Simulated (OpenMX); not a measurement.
# CsSnBr3 under changes of volume

One of the cells (39.815 Å³/atom); the others are scaled copies at fixed shape and fractional positions:

```xyz
5
Lattice="5.8390 0.0000 0.0000 0.0000 5.8390 0.0000 0.0000 0.0000 5.8390" Properties=species:S:1:pos:R:3 pbc="T T T"
Cs    0.0000    0.0000    0.0000
Sn    2.9195    2.9195    2.9195
Br    0.0000    2.9195    2.9195
Br    2.9195    2.9195    0.0000
Br    2.9195    0.0000    2.9195
```

The cell is a database's computed one.

```yaml
Program: OpenMX 3.8.5
Functional: PBE
Potentials_or_basis: OpenMX 2013 PBE set, Cs12.0-s3p2d2, Sn7.0-s3p2d2, Br7.0-s3p2d2, fixed grid of 80 × 80 × 80 points
k_mesh: 5 × 5 × 5
Occupations: fermi-dirac, width 0.05 eV
Spin: no spin polarisation
```

```tsv
volume (Å³/atom)	energy over the lowest point (meV/atom)	gap on the mesh (eV)
37.426	27.16	1.73
38.222	16.63	1.76
39.019	8.89	1.80
39.815	?	?
40.611	0.86	1.86
41.408	0.00	1.89
42.204	0.97	1.92
```

**Question.** What does the run at 39.815 Å³/atom give?

**Answer.** Energy over the lowest point 3.71 meV/atom; gap on the mesh 1.83 eV.

Worked out: A Birch-Murnaghan fit of order 3 (a polynomial in V^(-2/3)) to the other rows has its minimum at 41.37 Å³/atom with B0 = V·E''(V) = 19.1 GPa and B' = 4.7. It gives 3.74 meV/atom at 39.815 Å³/atom, against the run's 3.71. A straight line through the other rows of the gap, of slope 1.59 eV per unit of ln V (its deformation potential), gives 1.83 eV, against the run's 1.83.

Energies are extrapolated to zero smearing.

Caveats: the basis has few d functions beyond the semicore shells, which can make volumes several per cent too large; spin-orbit coupling is left out, which moves the levels of the heavy elements; an odd mesh through Γ misses points on the zone boundary, where band edges often lie; the basis of atomic orbitals isn't converged, which shifts pressures, moduli and gaps.
